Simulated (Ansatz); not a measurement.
# NiO: the cost of one run

Computed with Ansatz 0.2.0 (DFT PBE, scalar-relativistic, unless a step's input says otherwise).

**1. Starting point**

It takes space group Fm-3m (No. 225, cubic). The conventional cell has a = 4.183 Å, b = 4.183 Å, c = 4.183 Å, α = 90.00°, β = 90.00°, γ = 90.00°. Ni (site symmetry m-3m) is surrounded by 6 O at 2.09 Å. O (site symmetry m-3m) is surrounded by 6 Ni at 2.09 Å.

As a file:

```cif
data_structure
_symmetry_space_group_name_H-M 'P 1'
_symmetry_Int_Tables_number 1
_cell_length_a 2.9576
_cell_length_b 2.9576
_cell_length_c 2.9576
_cell_angle_alpha 60.000
_cell_angle_beta 60.000
_cell_angle_gamma 60.000
_cell_volume 18.29
loop_
_atom_site_label
_atom_site_type_symbol
_atom_site_fract_x
_atom_site_fract_y
_atom_site_fract_z
_atom_site_occupancy
Ni1 Ni 0.00000 0.00000 0.00000 1
O1 O 0.50000 0.50000 0.50000 1
```

Structure: COD 4320487, as refined from experiment and not relaxed.

Atoms are numbered in the order of the input: Ni1, O2.

**2. Full-potential LAPW**

input.yaml reads:

```yaml
crystal:
  lattice:
    - [0.0, 2.09131, 2.09131]
    - [2.09131, 0.0, 2.09131]
    - [2.09131, 2.09131, 0.0]
  atoms:
    - { symbol: Ni, position: [0.0, 0.0, 0.0], spin: 1.5 }
    - { symbol: O, position: [0.5, 0.5, 0.5] }
magnetization:
  spin_polarized: true
kpoints:
  mp_grid: { grid: [17, 17, 17] }
  band_path:
    path:
      - [0.0, 0.0, 0.0]
      - [0.5, 0.0, 0.5]
      - [0.625, 0.25, 0.625]
      - [0.375, 0.375, 0.75]
      - [0.0, 0.0, 0.0]
      - [0.5, 0.5, 0.5]
      - [0.5, 0.25, 0.75]
      - [0.5, 0.0, 0.5]
    npoints: 14
scf:
  occupations: { method: fermi_dirac, width: 0.03 }
hamiltonian:
  xc: pbe
  pseudopotentials: { kind: all_electron, lapw: { basis_error: 0.001 } }
output:
  forces: true
  stress: true
  eigenvalues: true
  populations: true
  dos: { projected: true, de: 0.2, e_range: [-14, 8] }
```

The run is started by

```sh
$ ansatz run input.yaml --threads 1 --pin off --max-ram 3072MiB --backend cpu --events-out ev --progress --plain --runs-dir out
```

What time and memory should one allow on 1 thread of Arm Neoverse V1, shared host?

About 76 s, with a peak of 0.68 GiB.
